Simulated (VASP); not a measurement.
Write the native input for VASP 6.6.1 that does the following.

- Task: relaxation of shape and atoms at fixed volume
- Functional: PBEsol
- Potentials or basis: VASP PAW PBE potentials, release 64 (Si)
- Cutoff: 600 eV
- k mesh: 12 × 12 × 6
- Occupations: gaussian, width 0.03 eV
- Spin: no spin polarisation
- Further INCAR settings: ALGO = Normal; EDIFF = 1e-07; IBRION = 2; EDIFFG = -0.01; NSW = 40; ISIF = 4

The structure of Si lies in POSCAR:

```
Si                                      
1.0
    2.6935793232      0.0000000000      0.0000000000
   -1.3467896616      2.3327081209     -0.0000000000
    0.0000000000      0.0000000000      4.5291444024
  Si            
     2
Direct
     0.3333333300000021    0.6666666699999979    0.2500000000000000
     0.6666666699999979    0.3333333300000021    0.7500000000000000
```

This isn't the form of Si at room conditions, which is diamond.

The cell isn't the ideal one: a relaxed cell with its volume scaled by 1.02.

One way to write it, as run:

INCAR

```
SYSTEM = Si
PREC = Accurate
ENCUT = 600
EDIFF = 1E-7
ISMEAR = 0
SIGMA = 0.03
LREAL = .FALSE.
LASPH = .TRUE.
NELM = 80
ALGO = Normal
ISIF = 4
LWAVE = .FALSE.
LCHARG = .FALSE.
GGA = PS
IBRION = 2
NSW = 40
EDIFFG = -0.01
```

KPOINTS

```
Automatic mesh
0
G
  12 12 6
  0 0 0
```

Potentials or basis: VASP PAW PBE potentials, release 64 (Si).

The run is started by

```console
$ cat potpaw_PBE.64/Si/POTCAR > POTCAR
$ mpirun -np 1 vasp_std > vasp.out
```

It gave:

* Pressure after relaxing: -2.0 GPa
* Band gap on the k mesh: none (metal or under the smearing width)

Caveat: the relaxation stopped at its first step, so nothing moved; the PAW data sets were made with another functional, which shifts forces and pressure a little.

Run time: 5.4 s on 1 thread of Intel(R) Xeon(R) 6975P-C (Granite Rapids) (shared host), peak memory 0.15 GiB.
